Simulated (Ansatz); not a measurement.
# Preparing CdS (P6_3mc) as a host crystal, part 2 of 3

Before any defect goes in: CdS (P6_3mc) at rest, and how it screens a charge.

Ansatz 0.2.0; plane-wave PAW DFT, r2SCAN; relaxation of the host's cell and atoms; PAW set soft_1 (the session's first sound run).

So far. Step 3 (Dielectric tensors of the host): The principal values of the electronic dielectric tensor are 6.29, 6.29 and 6.38. The principal values of the static dielectric tensor are 9.82, 9.82 and 10.49.

## Step 4: Primitive cell on a dense mesh

A dense mesh gives the host's converged energy, against which the supercell's sampling is tested.

This step: plane-wave PAW DFT, r2SCAN; single point of the host's primitive cell on a dense mesh; PAW set soft_1 (Ansatz 0.2.0).

The input, dense/input.yaml:

```yaml
crystal:
  lattice:
    - [4.163892714, -2.88e-08, 0.0]
    - [-2.081946332, 3.6060368833, 0.0]
    - [0.0, 0.0, 6.7675079654]
  atoms:
    - { symbol: Cd, position: [0.6666666667, 0.3333333333, 0.5001052249] }
    - { symbol: Cd, position: [0.3333333333, 0.6666666667, 0.0001052249] }
    - { symbol: S, position: [0.6666666667, 0.3333333333, 0.8768947751] }
    - { symbol: S, position: [0.3333333333, 0.6666666667, 0.3768947751] }
basis:
  ecutwfc: 500
  xc_grid: 2
hamiltonian:
  xc: r2scan
  pseudopotentials: { kind: paw, azcp: { folder: soft_1 } }
kpoints:
  mp_grid: { grid: [8, 8, 4] }
scf:
  occupations: { method: fermi_dirac, width: 0.01 }
  max_iter: 80
```

On the command line:

```bash
$ ansatz run input.yaml --threads 32 --pin off --max-ram 56524MiB --backend cuda --events-out ev --progress --plain --runs-dir out --max-vram 78GiB
```

Numbers of over 12 decimals in the logs are rounded to 6 here.

What it wrote:

```text
[...]
device memory: the entry about to start is reckoned to put 2.3 GiB on a device that reports 180.7 GiB free (of which the cap on the GPU budget leaves the run 78.0 GiB)
GPU FFT provider: cuFFT
GPU libraries: cuBLAS 13.8.1, cuFFT 12.4.0, cuSOLVER 12.3.2
GPU matrix products: emulated (plane waves: as basis.precision tells), large ones in fixed point in workspaces of 1.00 GiB
Crystal: 4 atoms, lattice volume = 101.615 Å³
Basis set: ecut = 500 eV, 2575 PW (Γ), exchange–correlation on 64×64×100 points (8 copies of the dense FFT grid, shifted against one another)
Bands: 30, of which v1, the nominal top of the filled ones, is band 26 counted from 1 (25 counted from 0)
Symmetry: 12 space group operations
[...]
k-points: 30 of 256 (time reversal used)
[...]
GPU buffer pool allocated for 51200 grid points (all kernels)
GPU transforms: local potential: pruned to the plane-wave sphere, on 30×32×50; band sums: pruned to the plane-wave sphere, on 32×32×50
[...]
SCF iter   8: F=-18351.350688 eV  HF=-18351.350688 eV  |F-HF|=1.94e-9  |Δ(HF+E_count)|=   9.48e-8  Δρ=3.19e-6  dr2=9.50e-9  dr2_τ=3.13e-10  ethr=1.95e-10  ⟨swp⟩=3.0  Hψ=2150  notcnv=0
SCF 1 converged in 8 iterations: F = -18351.350688 eV  dr2 = 9.50e-9
[...]
SCF converged after 8 iterations
Free energy (F): -18351.350688 eV
[...]
Internal energy: -18351.350688 eV  (E = F + TS)
E sigma→0 (E₀):  -18351.350688 eV
Fermi energy:    7.127708 eV
[...]
```

Wall time 1.2 s (1 × NVIDIA GB200 with 32 threads of Arm Neoverse V2, shared host); peak memory 1 GiB; 2.5 s of CPU time.

## Step 5: Self-consistent run

This step: plane-wave PAW DFT, r2SCAN; single point of the defect-free supercell, a test of its k-points; PAW set soft_1 (Ansatz 0.2.0).

System of this step: CdS (P6_3mc). The cell holds 72 atoms: 36 Cd and 36 S. Its edges and angles: a = 12.492 Å, b = 12.492 Å, c = 13.535 Å, α = 90.0°, β = 90.0°, γ = 120.0°.

The input, pristine.sampling/input.yaml:

```yaml
crystal:
  lattice:
    - [12.4916781419, -8.65e-08, 0.0]
    - [-6.245838996, 10.81811065, 0.0]
    - [0.0, 0.0, 13.5350159308]
  atoms:
    - { symbol: Cd, position: [0.2222222222, 0.1111111111, 0.2500526124] }
    - { symbol: Cd, position: [0.1111111111, 0.2222222222, 5.26124e-05] }
    - { symbol: S, position: [0.2222222222, 0.1111111111, 0.4384473876] }
    - { symbol: S, position: [0.1111111111, 0.2222222222, 0.1884473876] }
    - { symbol: Cd, position: [0.2222222222, 0.1111111111, 0.7500526124] }
    - { symbol: Cd, position: [0.1111111111, 0.2222222222, 0.5000526124] }
    - { symbol: S, position: [0.2222222222, 0.1111111111, 0.9384473876] }
    - { symbol: S, position: [0.1111111111, 0.2222222222, 0.6884473876] }
    - { symbol: Cd, position: [0.2222222222, 0.4444444444, 0.2500526124] }
    - { symbol: Cd, position: [0.1111111111, 0.5555555556, 5.26124e-05] }
    - { symbol: S, position: [0.2222222222, 0.4444444444, 0.4384473876] }
    - { symbol: S, position: [0.1111111111, 0.5555555556, 0.1884473876] }
    - { symbol: Cd, position: [0.2222222222, 0.4444444444, 0.7500526124] }
    - { symbol: Cd, position: [0.1111111111, 0.5555555556, 0.5000526124] }
    - { symbol: S, position: [0.2222222222, 0.4444444444, 0.9384473876] }
    - { symbol: S, position: [0.1111111111, 0.5555555556, 0.6884473876] }
    - { symbol: Cd, position: [0.2222222222, 0.7777777778, 0.2500526124] }
    - { symbol: Cd, position: [0.1111111111, 0.8888888889, 5.26124e-05] }
    - { symbol: S, position: [0.2222222222, 0.7777777778, 0.4384473876] }
    - { symbol: S, position: [0.1111111111, 0.8888888889, 0.1884473876] }
    - { symbol: Cd, position: [0.2222222222, 0.7777777778, 0.7500526124] }
    - { symbol: Cd, position: [0.1111111111, 0.8888888889, 0.5000526124] }
    - { symbol: S, position: [0.2222222222, 0.7777777778, 0.9384473876] }
    - { symbol: S, position: [0.1111111111, 0.8888888889, 0.6884473876] }
    - { symbol: Cd, position: [0.5555555556, 0.1111111111, 0.2500526124] }
    - { symbol: Cd, position: [0.4444444444, 0.2222222222, 5.26124e-05] }
    - { symbol: S, position: [0.5555555556, 0.1111111111, 0.4384473876] }
    - { symbol: S, position: [0.4444444444, 0.2222222222, 0.1884473876] }
    - { symbol: Cd, position: [0.5555555556, 0.1111111111, 0.7500526124] }
    - { symbol: Cd, position: [0.4444444444, 0.2222222222, 0.5000526124] }
    - { symbol: S, position: [0.5555555556, 0.1111111111, 0.9384473876] }
    - { symbol: S, position: [0.4444444444, 0.2222222222, 0.6884473876] }
    - { symbol: Cd, position: [0.5555555556, 0.4444444444, 0.2500526124] }
    - { symbol: Cd, position: [0.4444444444, 0.5555555556, 5.26124e-05] }
    - { symbol: S, position: [0.5555555556, 0.4444444444, 0.4384473876] }
    - { symbol: S, position: [0.4444444444, 0.5555555556, 0.1884473876] }
    - { symbol: Cd, position: [0.5555555556, 0.4444444444, 0.7500526124] }
    - { symbol: Cd, position: [0.4444444444, 0.5555555556, 0.5000526124] }
    - { symbol: S, position: [0.5555555556, 0.4444444444, 0.9384473876] }
    - { symbol: S, position: [0.4444444444, 0.5555555556, 0.6884473876] }
    - { symbol: Cd, position: [0.5555555556, 0.7777777778, 0.2500526124] }
    - { symbol: Cd, position: [0.4444444444, 0.8888888889, 5.26124e-05] }
    - { symbol: S, position: [0.5555555556, 0.7777777778, 0.4384473876] }
    - { symbol: S, position: [0.4444444444, 0.8888888889, 0.1884473876] }
    - { symbol: Cd, position: [0.5555555556, 0.7777777778, 0.7500526124] }
    - { symbol: Cd, position: [0.4444444444, 0.8888888889, 0.5000526124] }
    - { symbol: S, position: [0.5555555556, 0.7777777778, 0.9384473876] }
    - { symbol: S, position: [0.4444444444, 0.8888888889, 0.6884473876] }
    - { symbol: Cd, position: [0.8888888889, 0.1111111111, 0.2500526124] }
    - { symbol: Cd, position: [0.7777777778, 0.2222222222, 5.26124e-05] }
    - { symbol: S, position: [0.8888888889, 0.1111111111, 0.4384473876] }
    - { symbol: S, position: [0.7777777778, 0.2222222222, 0.1884473876] }
    - { symbol: Cd, position: [0.8888888889, 0.1111111111, 0.7500526124] }
    - { symbol: Cd, position: [0.7777777778, 0.2222222222, 0.5000526124] }
    - { symbol: S, position: [0.8888888889, 0.1111111111, 0.9384473876] }
    - { symbol: S, position: [0.7777777778, 0.2222222222, 0.6884473876] }
    - { symbol: Cd, position: [0.8888888889, 0.4444444444, 0.2500526124] }
    - { symbol: Cd, position: [0.7777777778, 0.5555555556, 5.26124e-05] }
    - { symbol: S, position: [0.8888888889, 0.4444444444, 0.4384473876] }
    - { symbol: S, position: [0.7777777778, 0.5555555556, 0.1884473876] }
    - { symbol: Cd, position: [0.8888888889, 0.4444444444, 0.7500526124] }
    - { symbol: Cd, position: [0.7777777778, 0.5555555556, 0.5000526124] }
    - { symbol: S, position: [0.8888888889, 0.4444444444, 0.9384473876] }
    - { symbol: S, position: [0.7777777778, 0.5555555556, 0.6884473876] }
    - { symbol: Cd, position: [0.8888888889, 0.7777777778, 0.2500526124] }
    - { symbol: Cd, position: [0.7777777778, 0.8888888889, 5.26124e-05] }
    - { symbol: S, position: [0.8888888889, 0.7777777778, 0.4384473876] }
    - { symbol: S, position: [0.7777777778, 0.8888888889, 0.1884473876] }
    - { symbol: Cd, position: [0.8888888889, 0.7777777778, 0.7500526124] }
    - { symbol: Cd, position: [0.7777777778, 0.8888888889, 0.5000526124] }
    - { symbol: S, position: [0.8888888889, 0.7777777778, 0.9384473876] }
    - { symbol: S, position: [0.7777777778, 0.8888888889, 0.6884473876] }
basis:
  ecutwfc: 500
  xc_grid: 2
hamiltonian:
  xc: r2scan
  pseudopotentials: { kind: paw, azcp: { folder: soft_1 } }
kpoints:
  mp_grid: { grid: [1, 1, 1], shift: [0.25, 0.25, 0.25] }
scf:
  occupations: { method: fermi_dirac, width: 0.01 }
  max_iter: 80
```

What it wrote:

```text
[...]
GPU FFT provider: cuFFT
GPU libraries: cuBLAS 13.8.1, cuFFT 12.4.0, cuSOLVER 12.3.2
[...]
Crystal: 72 atoms, lattice volume = 1829.073 Å³
Basis set: ecut = 500 eV, 46549 PW (Γ), exchange–correlation on 192×192×200 points (8 copies of the dense FFT grid, shifted against one another)
Bands: 540, of which v1, the nominal top of the filled ones, is band 468 counted from 1 (467 counted from 0)
Symmetry: 36 space group operations
k-points: 1
[...]
GPU buffer pool allocated for 921600 grid points (all kernels)
GPU transforms: local potential and band sums: pruned to the plane-wave sphere, on 96×96×100
[...]
SCF iter   8: F=-330325.102042 eV  HF=-330325.102042 eV  |F-HF|=2.91e-8  |Δ(HF+E_count)|=   1.57e-6  Δρ=2.30e-6  dr2=1.04e-7  dr2_τ=5.17e-9  ethr=1.07e-10  ⟨swp⟩=3.0  Hψ=1299  notcnv=0
SCF 1 converged in 8 iterations: F = -330325.102042 eV  dr2 = 1.04e-7
[...]
SCF converged after 8 iterations
Free energy (F): -330325.102042 eV
[...]
Internal energy: -330325.102042 eV  (E = F + TS)
E sigma→0 (E₀):  -330325.102042 eV
Fermi energy:    7.547525 eV
[...]
```

The job ended after 1.9 s (1 × NVIDIA GB200 with 32 threads; peak memory 1.5 GiB).

This step gave:

- energy over dense mesh: -0.01097 eV/atom

## Step 6: Defect free supercell relaxed from its symmetric sites

This cell, the one that will hold the defects, is built from the relaxed host. Its coarser k-points can move the atoms a little, so it is relaxed from the symmetric sites, as the reference for the test of stability.

This step: plane-wave PAW DFT, r2SCAN; relaxation of the defect-free supercell from its symmetric sites; PAW set soft_1 (Ansatz 0.2.0).

pristine.symmetric/input.yaml, as its differences from pristine.sampling/input.yaml of step 5:

```diff
@@ -89 +89,12 @@
   max_iter: 80
+output:
+  forces: true
+relax:
+  f_tol: 0.01
+  max_steps: 60
+  escape_saddle: false
+checkpoint:
+  write: "../pristine.symmetric.run"
+  compress: false
+  write_wavefunctions: false
+  write_every: 100000
```

What it wrote:

```text
[...]
Crystal: 72 atoms, lattice volume = 1829.073 Å³
Basis set: ecut = 500 eV, 46549 PW (Γ), exchange–correlation on 192×192×200 points (8 copies of the dense FFT grid, shifted against one another)
Bands: 562, of which v1, the nominal top of the filled ones, is band 468 counted from 1 (467 counted from 0)
Symmetry: 36 space group operations
k-points: 1
[...]
SCF iter   2: F=—  HF=-330324.215249 eV  |F-HF|=—  |Δ(HF+E_count)|=   3.98e-1  Δρ=1.57e-2  dr2=3.52e0  dr2_τ=3.20e-1  ethr=1.46e-3  ⟨swp⟩=4.0  Hψ=1125  notcnv=0
[...]
SCF iter   4: F=—  HF=-330325.088342 eV  |F-HF|=—  |Δ(HF+E_count)|=   6.38e-2  Δρ=9.21e-4  dr2=1.50e-2  dr2_τ=8.00e-4  ethr=4.19e-5  ⟨swp⟩=3.0  Hψ=800  notcnv=0  defer=70
[...]
SCF iter   5: F=—  HF=-330325.107005 eV  |F-HF|=—  |Δ(HF+E_count)|=   1.87e-2  Δρ=2.28e-4  dr2=1.26e-3  dr2_τ=6.39e-5  ethr=1.60e-6  ⟨swp⟩=2.0  Hψ=796  notcnv=0  defer=70
[...]
SCF iter   7: F=-330325.102042 eV  HF=-330325.102041 eV  |F-HF|=9.89e-7  |Δ(HF+E_count)|=   3.29e-5  Δρ=9.11e-6  dr2=1.90e-6  dr2_τ=7.46e-8  ethr=2.67e-10  ⟨swp⟩=3.0  Hψ=2114  notcnv=0
SCF 1 converged in 7 iterations: F = -330325.102042 eV  dr2 = 1.90e-6
[...]
relax step   1: F+E_penalty+E_count = -330325.10204164 eV  Δ(F+E_penalty+E_count) = +0.000e0 eV  max|allowed force component| = 1.741e-2 eV/Å  Δτ_max = 0.0000 Å  (7 SCF iters, dr2 threshold 2.50e-6 eV, accepted)
[...]
SCF iter   1: F=—  HF=-330325.050912 eV  |F-HF|=—  |Δ(HF+E_count)|=         —  Δρ=4.18e-4  dr2=1.97e-3  dr2_τ=7.17e-2  ethr=1.75e-7  ⟨swp⟩=3.0  Hψ=1593  notcnv=0  defer=70
[...]
SCF 2 converged in 6 iterations: F = -330325.104554 eV  dr2 = 3.86e-8
relax step   2: F+E_penalty+E_count = -330325.10455397 eV  Δ(F+E_penalty+E_count) = -2.512e-3 eV  max|allowed force component| = 7.701e-3 eV/Å  Δτ_max = 0.0043 Å  (6 SCF iters, accepted)
[...]
SCF 3 converged in 2 iterations: F = -330325.104554 eV  dr2 = 1.07e-8
SCF converged after 2 iterations
[...]
- { symbol: S, position: [0.111196, 0.555468, 0.688533] }
    - { symbol: Cd, position: [0.222415, 0.777587, 0.249967] }
    - { symbol: Cd, position: [0.110921, 0.889082, -3.307305044814714e-5] }
    - { symbol: S, position: [0.222135, 0.777863, 0.438533] }
    - { symbol: S, position: [0.111196, 0.888801, 0.188533] }
    - { symbol: Cd, position: [0.222415, 0.777587, 0.749967] }
    - { symbol: Cd, position: [0.110921, 0.889082, 0.499967] }
    - { symbol: S, position: [0.222135, 0.777863, 0.938533] }
    - { symbol: S, position: [0.111196, 0.888801, 0.688533] }
    - { symbol: Cd, position: [0.555749, 0.110921, 0.249967] }
    - { symbol: Cd, position: [0.444254, 0.222415, -3.307305044814712e-5] }
    - { symbol: S, position: [0.555468, 0.111196, 0.438533] }
    - { symbol: S, position: [0.444529, 0.222135, 0.188533] }
    - { symbol: Cd, position: [0.555749, 0.110921, 0.749967] }
    - { symbol: Cd, position: [0.444254, 0.222415, 0.499967] }
    - { symbol: S, position: [0.555468, 0.111196, 0.938533] }
    - { symbol: S, position: [0.444529, 0.222135, 0.688533] }
    - { symbol: Cd, position: [0.555749, 0.444254, 0.249967] }
    - { symbol: Cd, position: [0.444254, 0.555749, -3.307305044814712e-5] }
    - { symbol: S, position: [0.555468, 0.444529, 0.438533] }
    - { symbol: S, position: [0.444529, 0.555468, 0.188533] }
    - { symbol: Cd, position: [0.555749, 0.444254, 0.749967] }
    - { symbol: Cd, position: [0.444254, 0.555749, 0.499967] }
    - { symbol: S, position: [0.555468, 0.444529, 0.938533] }
    - { symbol: S, position: [0.444529, 0.555468, 0.688533] }
    - { symbol: Cd, position: [0.555749, 0.777587, 0.249967] }
    - { symbol: Cd, position: [0.444254, 0.889082, -3.307305044814714e-5] }
    - { symbol: S, position: [0.555468, 0.777863, 0.438533] }
    - { symbol: S, position: [0.444529, 0.888801, 0.188533] }
    - { symbol: Cd, position: [0.555749, 0.777587, 0.749967] }
    - { symbol: Cd, position: [0.444254, 0.889082, 0.499967] }
    - { symbol: S, position: [0.555468, 0.777863, 0.938533] }
    - { symbol: S, position: [0.444529, 0.888801, 0.688533] }
    - { symbol: Cd, position: [0.889082, 0.110921, 0.249967] }
    - { symbol: Cd, position: [0.777587, 0.222415, -3.307305044814714e-5] }
    - { symbol: S, position: [0.888801, 0.111196, 0.438533] }
    - { symbol: S, position: [0.777863, 0.222135, 0.188533] }
    - { symbol: Cd, position: [0.889082, 0.110921, 0.749967] }
    - { symbol: Cd, position: [0.777587, 0.222415, 0.499967] }
    - { symbol: S, position: [0.888801, 0.111196, 0.938533] }
    - { symbol: S, position: [0.777863, 0.222135, 0.688533] }
    - { symbol: Cd, position: [0.889082, 0.444254, 0.249967] }
    - { symbol: Cd, position: [0.777587, 0.555749, -3.307305044814712e-5] }
    - { symbol: S, position: [0.888801, 0.444529, 0.438533] }
    - { symbol: S, position: [0.777863, 0.555468, 0.188533] }
    - { symbol: Cd, position: [0.889082, 0.444254, 0.749967] }
    - { symbol: Cd, position: [0.777587, 0.555749, 0.499967] }
    - { symbol: S, position: [0.888801, 0.444529, 0.938533] }
    - { symbol: S, position: [0.777863, 0.555468, 0.688533] }
    - { symbol: Cd, position: [0.889082, 0.777587, 0.249967] }
    - { symbol: Cd, position: [0.777587, 0.889082, -3.307305044814712e-5] }
    - { symbol: S, position: [0.888801, 0.777863, 0.438533] }
    - { symbol: S, position: [0.777863, 0.888801, 0.188533] }
    - { symbol: Cd, position: [0.889082, 0.777587, 0.749967] }
    - { symbol: Cd, position: [0.777587, 0.889082, 0.499967] }
    - { symbol: S, position: [0.888801, 0.777863, 0.938533] }
    - { symbol: S, position: [0.777863, 0.888801, 0.688533] }
```

Wall time 4.4 s (1 × NVIDIA GB200 with 32 threads); peak memory 1.5 GiB; 9.2 s of CPU time.

Hardly anything moved in the relaxation; the energy changed by under 0.2 meV an atom.

(Continued in part 3 of 3.)

[Logs are printed without paths, hosts, clocks, repeated set-up lines and the standing remarks that a program may print on its own settings, such as how far it seeks lower states.]

[Hosts, paths, dates, database ids (printed as entryN), source tags and the programs' standing remarks are cut or masked in the printed files.]

[Runs of the host that timed out are not shown.]

[For some hosts the program warned that the k-mesh of the response run may be too coarse for force constants and the static dielectric constant; such warnings are not always shown.]

[The program warned that the k-mesh of a response run behind this text may be too coarse: force constants, and the static dielectric constant and all else formed from them, are not shown converged.]
